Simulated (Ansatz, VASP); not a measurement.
## Zn: VASP beside Ansatz

```
Zn
1.0
     0.00000    1.96478    1.96478
     1.96478    0.00000    1.96478
     1.96478    1.96478    0.00000
Zn
1
Cartesian
  0.0000 0.0000 0.0000
```

This isn't the form of Zn at room conditions, which is hcp.

Alike in both runs: task single point; functional PBEsol; k mesh 20 × 20 × 20; occupations gaussian, width 0.15 eV; no spin polarisation.

```csv
,VASP,Ansatz
version,VASP 6.6.1,Ansatz 0.2.0
potentials or method,"VASP PAW PBE potentials, release 64 (Zn)","scalar-relativistic, plane waves, PAW"
plane-wave cutoff (eV),520,420
valence electrons in the cell,12,12
```

Ansatz gave:

```
gap on the k mesh at the Fermi level (eV) : none
pressure (GPa)                            : -5.0
```

Q: Which values does VASP return?

A: gap on the k mesh at the Fermi level (eV): none; pressure (GPa): -4.7.

A gap of «none» marks a metal or a gap that the smearing closes.

Caveats: the PAW data sets were made with another functional, which shifts forces and pressure a little (VASP).
